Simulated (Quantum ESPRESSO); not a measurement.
A calculation with Quantum ESPRESSO 7.5 of Na (ASE script, Cartesian positions):

Contents of run.py:

```python
import numpy as np
from ase.calculators.espresso import Espresso, EspressoProfile
from ase.io import read

atoms = read('Na.xyz')

input_data = {
    'control': {'calculation': 'scf', 'prefix': 'pwscf', 'outdir': './tmp', 'tprnfor': True, 'tstress': True, 'disk_io': 'nowf'},
    'system': {'ecutwfc': 45.0, 'ecutrho': 360.0, 'nbnd': 10, 'occupations': 'smearing', 'smearing': 'fd', 'degauss': 0.00367493},
    'electrons': {'conv_thr': 2e-10, 'electron_maxstep': 120, 'mixing_beta': 0.5},
}
pseudopotentials = {'Na': 'na_pbesol_v1.5.uspp.F.UPF'}
profile = EspressoProfile(command='mpirun -n 2 pw.x -nk 2', pseudo_dir='pseudo')
dft = Espresso(profile=profile, input_data=input_data, pseudopotentials=pseudopotentials, kpts=(9, 9, 9), koffset=(0, 0, 0))
atoms.calc = dft

print(f'energy {atoms.get_potential_energy():.8f} eV')
print('forces (eV/A)')
print(np.round(atoms.get_forces(), 6))
print('stress (eV/A^3, Voigt)')
print(np.round(atoms.get_stress(), 8))
print(f'Fermi level {dft.get_fermi_level():.4f} eV')
```

Na.xyz

```xyz
1
Lattice="-2.1410000000 2.1410000000 2.1410000000 2.1410000000 -2.1410000000 2.1410000000 2.1410000000 2.1410000000 -2.1410000000" Properties=species:S:1:pos:R:3 pbc="T T T"
Na     0.0000000000      0.0000000000      0.0000000000
```

Potentials or basis: GBRV 1.5 PBEsol.

Command:

```sh
$ OMP_NUM_THREADS=1 python run.py
```

**Question.** Write the same calculation in another form: native input, structure typed inline.

**Answer.** As run:

Contents of pw.in:

```
&CONTROL
  calculation = 'scf'
  prefix = 'pwscf'
  outdir = './tmp'
  pseudo_dir = './pseudo'
  tprnfor = .true.
  tstress = .true.
  disk_io = 'low'
/
&SYSTEM
  ibrav = 0
  nat = 1
  ntyp = 1
  ecutwfc = 45
  ecutrho = 360
  nbnd = 10
  occupations = 'smearing'
  smearing = 'fd'
  degauss = 0.00367493
/
&ELECTRONS
  conv_thr = 2d-10
  electron_maxstep = 120
  mixing_beta = 0.5
/
ATOMIC_SPECIES
Na    22.9898 na_pbesol_v1.5.uspp.F.UPF
CELL_PARAMETERS angstrom
  -2.1410000000    2.1410000000    2.1410000000
   2.1410000000   -2.1410000000    2.1410000000
   2.1410000000    2.1410000000   -2.1410000000
ATOMIC_POSITIONS crystal
Na     0.0000000000    0.0000000000    0.0000000000
K_POINTS automatic
9 9 9 0 0 0
```

Contents of pp_density.in:

```
&INPUTPP
  prefix = 'pwscf'
  outdir = './tmp'
  filplot = 'density.dat'
  plot_num = 0
/
&PLOT
  nfile = 1
  filepp(1) = 'density.dat'
  iflag = 3
  output_format = 6
  fileout = 'density.cube'
/
```

Contents of pp_potential.in:

```
&INPUTPP
  prefix = 'pwscf'
  outdir = './tmp'
  filplot = 'potential.dat'
  plot_num = 11
/
&PLOT
  nfile = 1
  filepp(1) = 'potential.dat'
  iflag = 3
  output_format = 6
  fileout = 'potential.cube'
/
```

Potentials or basis: GBRV 1.5 PBEsol.

Command:

```sh
$ OMP_NUM_THREADS=1 mpirun -n 2 pw.x -nk 2 -in pw.in > pw.out
$ OMP_NUM_THREADS=1 mpirun -n 1 pp.x -in pp_density.in > pp_density.out
$ OMP_NUM_THREADS=1 mpirun -n 1 pp.x -in pp_potential.in > pp_potential.out
```

Both were run:

|  | ASE script, Cartesian positions | native input, structure typed inline |
| --- | --- | --- |
| Pressure | -0.6 GPa | -0.6 GPa |
| Band gap on the k mesh | none (metal or under the smearing width) | none (metal or under the smearing width) |

Keys that steer only the numerical path or the files written may differ.
